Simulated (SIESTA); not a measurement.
The system is GaN.

```xyz
8
Lattice="3.2115 0.0000 0.0000 -1.6058 2.7813 0.0000 0.0000 0.0000 10.3568" Properties=species:S:1:pos:R:3 pbc="T T T"
Ga    0.0000    0.0000    8.1391
Ga    1.6058    0.9271    0.3868
Ga    0.0000    1.8542    5.5652
Ga    0.0000    0.0000    2.9607
N     0.0000    0.0000    0.9636
N     1.6058    0.9271    3.5601
N     0.0000    0.0000    6.1420
N     0.0000    1.8542    8.7385
```

The cell is a database's computed one.

Base run:

```yaml
Program: SIESTA 5.4.2
Functional: RPBE
Potentials_or_basis: PseudoDojo 0.4 standard (PBE files)
Basis: DZP (energy shift 0.003 Ry; two zetas on semicore shells)
Grid_cutoff: 800 Ry
Energy_shift: 0.003 Ry
k_mesh: 10 × 10 × 3
Occupations: fermi-dirac, width 0.05 eV
Spin: no spin polarisation
```

Its results: band gap on the k mesh 0.93 eV, direct; pressure 6.0 GPa; largest force 0.606 eV/Å.

Problem. The run is repeated on the same cell with these changes: functional from RPBE to PBE; basis from DZP (energy shift 0.003 Ry; two zetas on semicore shells) to TZP (energy shift 0.003 Ry; two zetas on semicore shells). What comes out?

Solution. Band gap on the k mesh 0.84 eV, direct; pressure 1.9 GPa; largest force 0.487 eV/Å.

Several settings changed at once, so the effect can't be laid on one alone.

Caveats: the basis of atomic orbitals isn't converged, which shifts pressures, moduli and gaps; the potentials were made for another functional, which shifts forces and pressure (some runs).
